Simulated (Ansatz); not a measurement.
Bi: single point with PBE

The system is Bi.

```
Bi
1.0
    -1.98143    1.98143    1.98143
     1.98143   -1.98143    1.98143
     1.98143    1.98143   -1.98143
Bi
1
Cartesian
  0.0000 0.0000 0.0000
```

This isn't the form of Bi at room conditions, which is rhombohedral.

| Property | Result |
| --- | --- |
| Program | Ansatz 0.2.0 |
| Task | single point |
| Functional | PBE |
| Potentials or basis | Ansatz PAW |
| Cutoff | 420 eV (not typed: the program's choice for these potentials) |
| k mesh | 9 × 9 × 9 |
| Occupations | gaussian, width 0.025 eV |
| Spin | no spin polarisation |

| Property | Result |
| --- | --- |
| Pressure | 0.8 GPa |
| Band gap on the k mesh | none (metal or under the smearing width) |

Levels at points of the mesh, in eV from the Fermi level:
| k point | band 5 | band 6 | band 7 | band 8 | band 9 | band 10 |
| --- | --- | --- | --- | --- | --- | --- |
| (0.00, 0.00, 0.00) | -22.93 | -13.53 | 5.11 | 5.11 | 5.11 | 9.13 |

Wall time 0.64 s on 2 threads of Intel(R) Xeon(R) Platinum 8375C CPU @ 2.90GHz (Ice Lake), on a shared host, peak memory 0.34 GiB.

Caveat: spin-orbit coupling is left out, which moves the levels of the heavy elements.
